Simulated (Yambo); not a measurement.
# GaP (F-43m) in Yambo: further runs, part 2 of 2

Yambo 5.3.0. Earlier steps stand in the parts before.

## 4. Optical spectrum, PBEsol

optics1.in reads:

```
optics
chi
Chimod= "HARTREE"
% BndsRnXd
 1 | 24 |
%
NGsBlkXd= 3 Ry
% LongDrXd
 0 | 1 | 0 |
%
% QpntsRXd
 1 | 1 |
%
% EnRngeXd
 0 | 10 | eV
%
% DmRngeXd
 0.3 | 0.3 | eV
%
ETStpsXd= 150
```

scf.in reads:

```
&CONTROL
  calculation = 'scf'
  prefix = 'pwscf'
  outdir = './tmp'
  pseudo_dir = './pseudo'
/
&SYSTEM
  ibrav = 0
  nat = 2
  ntyp = 2
  ecutwfc = 80
  nbnd = 15
  occupations = 'smearing'
  smearing = 'fd'
  degauss = 0.00367493
  force_symmorphic = .true.
/
&ELECTRONS
  conv_thr = 4d-10
  electron_maxstep = 120
  mixing_beta = 0.5
/
ATOMIC_SPECIES
Ga    69.7230 Ga.upf
P     30.9738 P.upf
CELL_PARAMETERS angstrom
   0.0000000000    2.7252500000    2.7252500000
   2.7252500000    0.0000000000    2.7252500000
   2.7252500000    2.7252500000    0.0000000000
ATOMIC_POSITIONS angstrom
Ga     0.0000000000    0.0000000000    0.0000000000
P      4.0878750000    4.0878750000    4.0878750000
K_POINTS automatic
20 20 20 0 0 0
```

nscf.in reads:

```
&CONTROL
  calculation = 'nscf'
  prefix = 'pwscf'
  outdir = './tmp'
  pseudo_dir = './pseudo'
/
&SYSTEM
  ibrav = 0
  nat = 2
  ntyp = 2
  ecutwfc = 80
  nbnd = 39
  occupations = 'fixed'
  force_symmorphic = .true.
/
&ELECTRONS
  conv_thr = 1d-08
  diago_full_acc = .true.
  diago_thr_init = 1d-06
/
ATOMIC_SPECIES
Ga    69.7230 Ga.upf
P     30.9738 P.upf
CELL_PARAMETERS angstrom
   0.0000000000    2.7252500000    2.7252500000
   2.7252500000    0.0000000000    2.7252500000
   2.7252500000    2.7252500000    0.0000000000
ATOMIC_POSITIONS angstrom
Ga     0.0000000000    0.0000000000    0.0000000000
P      4.0878750000    4.0878750000    4.0878750000
K_POINTS automatic
20 20 20 0 0 0
```

Potentials or basis: PseudoDojo 0.4.1 SR PBEsol standard.

Launch:

```bash
$ OMP_NUM_THREADS=1 pw.x -in scf.in > scf.out
$ OMP_NUM_THREADS=1 pw.x -in nscf.in > nscf.out
$ cd tmp/pwscf.save; p2y; mv SAVE ../..; cd ../..
$ OMP_NUM_THREADS=1 yambo
$ OMP_NUM_THREADS=1 yambo -F optics1.in -J optics1 -C optics1_out
```

Yambo's report:

```text
[... sections 02.01 to 02.04 as in the set-up run ...]

  [02.05] Energies & Occupations
  ==============================

  [X] === General ===
  [X] Electronic Temperature                        :  0.000000  0.000000 [eV K]
  [X] Bosonic    Temperature                        :  0.000000  0.000000 [eV K]
  [X] Finite Temperature mode                       : no
  [X] El. density                                   :  0.44466E+24 [cm-3]
  [X] Fermi Level                                   :  7.519301 [eV]

  [X] === Gaps and Widths ===
  [X] Conduction Band Min                           :  1.477485 [eV]
  [X] Valence Band Max                              :  0.000000 [eV]
  [X] Filled Bands                                  :   9
  [X] Empty Bands                                   :   10   39
  [X] Direct Gap                                    :  1.736297 [eV]
  [X] Direct Gap localized at k                     :  1
  [X] Indirect Gap                                  :  1.477485 [eV]
  [X] Indirect Gap between kpts                     :    1  108
  [X] Last valence band width                       :  3.472040 [eV]
  [X] 1st conduction band width                     :  3.123746 [eV]

 [03] Transferred momenta grid and indexing
 ==========================================

 IBZ Q-points                                      :  256
 BZ  Q-points                                      :   8000

 K/Q-points units:
 rlu = crystal or reduced units; cc = cartesian coordinates; iku = interal k-units

 Q [  1]        [rlu]:  0.000000  0.000000  0.000000
 Q [  2]        [rlu]:  0.72394E-17  0.30051E-18  0.50000E-01
 Q [  3]        [rlu]:  0.14479E-16  0.60102E-18  0.10000
 Q [  4]        [rlu]: -0.25121E-17 -0.25121E-17  0.15000
 Q [  5]        [rlu]: -0.38038E-17 -0.17682E-16  0.20000
 Q [  6]        [rlu]: -0.25926E-17 -0.25926E-17  0.25000
[... 42 lines left out ...]
 Q [ 49]        [rlu]: -0.12917E-17  0.15000      0.20000
 Q [ 50]        [rlu]: -0.19019E-17  0.15000      0.25000

 Remaining 206 points informations can be written running with -fatlog

 [WARNING] [Xd] User bands 1-24 break level degeneracy

 [04] Dipoles
 ============

  [04.01] Setup: observables and procedures
  =========================================

  [WF-Oscillators/G space/Transverse up loader] Normalization (few states)  min/max  :  0.14305E-16   1.0000

  [WR./optics1//ndb.dipoles]------------------------------------------------------
   Brillouin Zone Q/K grids (IBZ/BZ)                :    256   8000    256   8000
   RL vectors                                       :   4279 [WF]
   Fragmentation                                    : yes
   Electronic Temperature                           :  0.000000 [K]
   Bosonic    Temperature                           :  0.000000 [K]
   DIP band range                                   :   1  24
   DIP band range limits                            :   9  10
   DIP e/h energy range                             : -1.000000 -1.000000 [eV]
   RL vectors in the sum                            :   4279
   [r,Vnl] included                                 : yes
   Bands ordered                                    : yes
[... 7 lines left out ...]
  [WARNING] In case H contains other non local terms, these are neglected

 [05] Optics
 ===========

 [X-CG] R(p) Tot o/o(of R):    25606  1080000      100
```

Wall time 4.3 min (1 thread of AMD EPYC 9R45 (Zen 5), shared host); peak memory 1.7 GiB.

Results:

```
Band gap on the k mesh, mean-field level                              : 1.48 eV, indirect (least direct gap 1.74 eV)
Absorption peak                                                       : 4.50 eV
Electronic dielectric constant along the field                        : 10.12
Electronic dielectric constant along the field, independent particles : 11.21
```

Dielectric function (along the field direction of the input):
```tsv
energy (eV)	real part	imaginary part
0.27	10.16	0.64
0.60	10.32	0.68
0.94	10.64	0.78
1.28	11.15	0.96
1.61	11.90	1.33
1.95	12.90	2.05
2.28	14.11	3.35
2.62	15.12	6.15
2.95	13.84	9.14
3.29	11.74	10.63
3.62	11.50	10.97
3.96	10.91	14.31
4.30	7.50	17.71
4.63	0.63	18.13
4.97	-2.24	12.95
5.30	-1.97	11.40
5.64	-3.08	10.15
5.97	-3.62	8.45
6.31	-3.60	7.25
6.64	-3.87	6.24
6.98	-3.78	4.93
7.32	-3.21	4.05
7.65	-2.95	3.70
7.99	-2.76	3.04
8.32	-2.23	2.62
8.66	-1.99	2.61
8.99	-1.96	2.36
9.33	-1.82	2.05
9.66	-1.60	1.87
10.00	-1.51	1.77
```

Caveat: these spectra lack excitons.

## 5. Optical spectrum, PBEsol

optics2.in reads:

```
optics
chi
tddft
Chimod= "ALDA"
% BndsRnXd
 1 | 24 |
%
NGsBlkXd= 4 Ry
% LongDrXd
 0 | 1 | 0 |
%
% QpntsRXd
 1 | 1 |
%
% EnRngeXd
 0 | 30 | eV
%
% DmRngeXd
 0.2 | 0.2 | eV
%
ETStpsXd= 300
FxcGRLc= 4 Ry
VXCRLvcs= 4 Ry
```

scf.in is that of step 4.

nscf.in is that of step 4.

Potentials or basis: PseudoDojo 0.4.1 SR PBEsol standard.

Launch:

```bash
$ OMP_NUM_THREADS=1 pw.x -in scf.in > scf.out
$ OMP_NUM_THREADS=1 pw.x -in nscf.in > nscf.out
$ cd tmp/pwscf.save; p2y; mv SAVE ../..; cd ../..
$ OMP_NUM_THREADS=1 yambo
$ OMP_NUM_THREADS=1 yambo -F optics2.in -J optics2 -C optics2_out
```

Yambo's report:

```text
[... sections 02.01 to 02.04 as in the set-up run ...]

  [02.05] Energies & Occupations
  ==============================

  [X] === General ===
  [X] Electronic Temperature                        :  0.000000  0.000000 [eV K]
  [X] Bosonic    Temperature                        :  0.000000  0.000000 [eV K]
  [X] Finite Temperature mode                       : no
  [X] El. density                                   :  0.44466E+24 [cm-3]
  [X] Fermi Level                                   :  7.519301 [eV]

  [X] === Gaps and Widths ===
  [X] Conduction Band Min                           :  1.477485 [eV]
  [X] Valence Band Max                              :  0.000000 [eV]
  [X] Filled Bands                                  :   9
  [X] Empty Bands                                   :   10   39
  [X] Direct Gap                                    :  1.736297 [eV]
  [X] Direct Gap localized at k                     :  1
  [X] Indirect Gap                                  :  1.477485 [eV]
  [X] Indirect Gap between kpts                     :    1  108
  [X] Last valence band width                       :  3.472040 [eV]
  [X] 1st conduction band width                     :  3.123746 [eV]

 [03] Transferred momenta grid and indexing
 ==========================================

 IBZ Q-points                                      :  256
 BZ  Q-points                                      :   8000

 K/Q-points units:
 rlu = crystal or reduced units; cc = cartesian coordinates; iku = interal k-units

 Q [  1]        [rlu]:  0.000000  0.000000  0.000000
 Q [  2]        [rlu]:  0.72394E-17  0.30051E-18  0.50000E-01
 Q [  3]        [rlu]:  0.14479E-16  0.60102E-18  0.10000
 Q [  4]        [rlu]: -0.25121E-17 -0.25121E-17  0.15000
 Q [  5]        [rlu]: -0.38038E-17 -0.17682E-16  0.20000
 Q [  6]        [rlu]: -0.25926E-17 -0.25926E-17  0.25000
[... 42 lines left out ...]
 Q [ 49]        [rlu]: -0.12917E-17  0.15000      0.20000
 Q [ 50]        [rlu]: -0.19019E-17  0.15000      0.25000

 Remaining 206 points informations can be written running with -fatlog

 [WARNING] [Xd] User bands 1-24 break level degeneracy

 [04] Dipoles
 ============

  [04.01] Setup: observables and procedures
  =========================================

  [WF-Oscillators/G space/Transverse up loader] Normalization (few states)  min/max  :  0.14305E-16   1.0000

  [WR./optics2//ndb.dipoles]------------------------------------------------------
   Brillouin Zone Q/K grids (IBZ/BZ)                :    256   8000    256   8000
   RL vectors                                       :   4279 [WF]
   Fragmentation                                    : yes
   Electronic Temperature                           :  0.000000 [K]
   Bosonic    Temperature                           :  0.000000 [K]
   DIP band range                                   :   1  24
   DIP band range limits                            :   9  10
   DIP e/h energy range                             : -1.000000 -1.000000 [eV]
   RL vectors in the sum                            :   4279
   [r,Vnl] included                                 : yes
   Bands ordered                                    : yes
[... 7 lines left out ...]
  [WARNING] In case H contains other non local terms, these are neglected

 [05] Optics
 ===========

 [xc] Functional : Perdew, Burke & Ernzerhof SOL(X)+Perdew, Burke & Ernzerhof SOL(C)
 [xc] LIBXC used to calculate xc functional
  PP Number of Atomic Species                      :  2
  NLCC RL compoments                               :  26469
 [X-CG] R(p) Tot o/o(of R):    25606  1080000      100
```

Wall time 5 min (1 thread of AMD EPYC 9R45 (Zen 5), shared host); peak memory 1.7 GiB.

What came out:

```
Band gap on the k mesh, mean-field level                              : 1.48 eV, indirect (least direct gap 1.74 eV)
Absorption peak                                                       : 4.41 eV
Electronic dielectric constant along the field                        : 10.75
Electronic dielectric constant along the field, independent particles : 11.24
Peak of the energy-loss function                                      : 15.9 eV
```

Dielectric function (along the field direction of the input):
```tsv
energy (eV)	real part	imaginary part
0.30	10.80	0.48
0.80	11.17	0.55
1.30	12.00	0.74
1.81	13.53	1.40
2.31	15.91	3.27
2.81	16.51	9.60
3.31	12.07	12.54
3.81	13.56	14.80
4.31	7.18	22.15
4.82	-5.73	15.28
5.32	-2.99	11.90
5.82	-4.80	9.29
6.32	-4.39	7.08
6.82	-4.69	5.18
7.32	-3.51	3.67
7.83	-3.29	3.08
8.33	-2.34	2.36
8.83	-2.22	2.38
9.33	-2.02	1.87
9.83	-1.65	1.73
10.33	-1.57	1.44
10.84	-1.39	1.15
11.34	-1.18	1.03
11.84	-0.98	0.81
12.34	-0.80	0.71
12.84	-0.66	0.64
13.34	-0.51	0.52
13.85	-0.37	0.48
14.35	-0.27	0.43
14.85	-0.17	0.39
15.35	-0.08	0.34
15.85	0.03	0.30
16.35	0.16	0.32
16.86	0.19	0.34
17.36	0.24	0.34
17.86	0.25	0.33
18.36	0.33	0.33
18.86	0.33	0.36
19.36	0.32	0.33
19.97	0.37	0.29
```

Energy-loss function:
| energy (eV) | loss |
| --- | --- |
| 0.0 | 0.004 |
| 1.3 | 0.005 |
| 2.6 | 0.019 |
| 3.9 | 0.038 |
| 5.2 | 0.081 |
| 6.5 | 0.102 |
| 7.8 | 0.152 |
| 9.1 | 0.233 |
| 10.4 | 0.325 |
| 11.7 | 0.475 |
| 13.0 | 0.823 |
| 14.3 | 1.653 |
| 15.7 | 3.226 |
| 17.0 | 2.213 |
| 18.3 | 1.581 |
| 19.6 | 1.534 |
| 20.9 | 1.191 |
| 22.2 | 0.783 |
| 23.5 | 0.616 |
| 24.8 | 0.547 |
| 26.1 | 0.401 |
| 27.4 | 0.336 |
| 28.7 | 0.364 |
| 30.0 | 0.290 |

Caveat: the LDA kernel is used on GGA states, which is inconsistent by a few percent; these spectra lack excitons.

## 6. The runs side by side

```csv
task,k mesh,k mesh of the self-consistent run,random integration of the Coulomb term,direction of the field or of q to 0,broadening,kernel,gap on the mesh (eV)
optical spectrum by the Bethe-Salpeter equation,6 × 6 × 6,8 × 8 × 8,yes,x,0.1 eV,screened exchange,-
optical spectrum,20 × 20 × 20,20 × 20 × 20,-,y,0.1 eV,none (independent particles),1.48
optical spectrum,20 × 20 × 20,20 × 20 × 20,-,y,0.3 eV,Hartree (RPA with local fields),1.48
optical spectrum,20 × 20 × 20,20 × 20 × 20,-,y,0.2 eV,adiabatic LDA,1.48
```

Alike in all rows: level PBEsol; potentials or basis PseudoDojo 0.4.1 SR PBEsol standard; no spin polarisation; cell as given; cutoff (eV) 1088; smearing fixed.

On the cell as given the gap runs from 1.48 eV (PBEsol) to 1.52 eV (PBEsol); the meshes differ, which moves gaps too.

Caveats: these spectra lack excitons (some runs); the scissor is the correction of the direct gap in an earlier G0W0 run on the same states (some runs); exciton energies and binding change strongly with the k mesh and aren't converged on this one (some runs); spectra need much finer meshes, so this one isn't converged (some runs); independent-particle spectra lack excitons (some runs); the LDA kernel is used on GGA states, which is inconsistent by a few percent (some runs).

Total energies depend on the potentials used, so only differences within one code and one set of settings carry meaning.

## 7. Comparison with measurements

Step 2. Against the measured gap of GaP, 2.34 eV (indirect; 10 K; quoted in “Stacking defects in GaP nanowires: Electronic structure and optical properties”, 2018, arxiv:1810.01194), the calculated 1.52 eV is off by -0.82 eV. Spin-orbit coupling on Ga is left out. The value is that of PBEsol on a finite k mesh, which can miss the band edges, without temperature or zero-point motion. Semilocal functionals fall short of measured gaps as a rule.

Step 3. Against the measured gap of GaP, 2.34 eV (indirect; 10 K; quoted in “Stacking defects in GaP nanowires: Electronic structure and optical properties”, 2018, arxiv:1810.01194), the calculated 1.48 eV is off by -0.86 eV. Spin-orbit coupling on Ga is left out. The value is that of PBEsol on a finite k mesh, which can miss the band edges, without temperature or zero-point motion. Semilocal functionals fall short of measured gaps as a rule.

Step 4. Against the measured gap of GaP, 2.34 eV (indirect; 10 K; quoted in “Stacking defects in GaP nanowires: Electronic structure and optical properties”, 2018, arxiv:1810.01194), the calculated 1.48 eV is off by -0.86 eV. Spin-orbit coupling on Ga is left out. The value is that of PBEsol on a finite k mesh, which can miss the band edges, without temperature or zero-point motion. Semilocal functionals fall short of measured gaps as a rule.

Step 5. A measured gap of GaP is 2.34 eV (indirect; 10 K; quoted in “Stacking defects in GaP nanowires: Electronic structure and optical properties”, 2018, arxiv:1810.01194); the calculated 1.48 eV misses it by -0.86 eV. Spin-orbit coupling on Ga is left out. The value is that of PBEsol on a finite k mesh, which can miss the band edges, without temperature or zero-point motion. Semilocal functionals fall short of measured gaps as a rule.
